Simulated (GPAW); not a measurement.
MgO2, 12 atoms in the cell. Symmetry: Pa-3, No. 205, cubic system. The conventional cell has a = 4.829 Å, b = 4.829 Å, c = 4.829 Å, α = 90.00°, β = 90.00°, γ = 90.00°. Mg (site symmetry -3) has 6 O at 2.07 Å as nearest neighbours. Around O (site symmetry 3) lie 1 O at 1.50 Å. The cell is a database's computed one.

```yaml
Program: GPAW 26.7.0
Task: relaxation of cell and atoms
Functional: PBEsol
Potentials_or_basis: PAW data sets generated in the run's folder for this functional
Cutoff: 800 eV
Basis: pw
k_mesh: 4 × 4 × 4
Occupations: fermi-dirac, width 0.05 eV
Spin: no spin polarisation
Maxiter: 150
Optimizer: BFGS
Fmax: 0.02 eV/Å
Max_steps: 60
Convergence: density=1e-05 forces=0.0001
```

Potentials or basis: PAW data sets generated in the run's folder for this functional, pw.

Run with:

```sh
$ gpaw-setup -f PBEsol Mg O
$ OMP_NUM_THREADS=1 python run.py
```

Hardware: 1 thread of Arm Neoverse V1, with other jobs on the host.

Q: How long does it take, and how much memory?

A: It took 11 min on 1 thread of Arm Neoverse V1 (shared host), peak memory 0.47 GiB. Counts: scf iterations 68, plane waves 5832, bands 71, k points 14, ion steps 7.
